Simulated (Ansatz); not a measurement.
**Several inputs for LiNbO3**

Cell: a COD entry, atoms as given.

Space group R-3c:H (No. 167); a = 5.1378, c = 13.4987 Å, γ = 120.00°.

| site | Wyckoff | site symmetry | x | y | z |
| --- | --- | --- | --- | --- | --- |
| Li | 6a | 32 | 0.0000 | 0.0000 | 0.2500 |
| Nb | 6b | -3. | 0.0000 | 0.0000 | 0.0000 |
| O | 18e | .2 | 0.0410 | 0.3333 | 0.0833 |

One atom of each set is listed; the run and its k-mesh use a cell of 10 atoms with edges of 5.39, 5.39, 5.39 Å.

Reference run. The numbers come from a DFT calculation in Ansatz (PBE, plane waves and PAW, scalar-relativistic, 420 eV cutoff, Γ-centred 7×7×7 k-points, Fermi–Dirac smearing 0.02 eV).

It gives V_zz (10²¹ V/m²) O 0.66 (η 0.68), Li 0.27 (η 0.00), among others. Each of these runs changes the input as listed (caps on SCF iterations aside):

A. scf.occupations.method: fermi_dirac → methfessel_paxton; scf.occupations.width: 0.02 → 0.05; total_charge: not typed → 1
B. accuracy: not typed → high; scf.occupations.method: fermi_dirac → cold; scf.occupations.width: 0.02 → 0.3

Question: How does each run end, and how far do the gradients move?

Answer: 

```csv
run,O V_zz (η),Li V_zz (η),"largest change of a gradient tensor, all atoms",note
A,2.36 (0.17),0.22 (0.00),2.46,converged; cell charge +1 on a uniform background; no gap left; on O the largest value lies along another axis; odd number of electrons without spin polarisation
B,0.66 (0.68),0.27 (0.00),0.00,converged
```

Run A moves them most, on O (V_zz from 0.66 to 2.36).

Run A changes scf.occupations, total_charge together, so the table can't tell their shares apart.

On the reference run: At this cell the PBE pressure is 10 GPa, so with PBE the cell would grow if it were relaxed. The entry's cell may itself be off. The values hang on the deposited positions: relaxing the atoms moves V_zz on Nb from 0.047 to 0.22. This high-symmetry form of LiNbO3 is unstable when cold, to polar shifts of Li and Nb. The symmetry of the cell holds that distortion back, wholly or in part, and it would change the field gradients, the more the larger the distortion. Without spin–orbit coupling (the program notes it for Nb) the gradients are little affected as a rule: paired runs on crystals with a gap mostly move them by under 2 % at such atoms. With these PAW files V_zz is typically within 2 to 3 % of all-electron values, but misses above 10 % occur on Li.
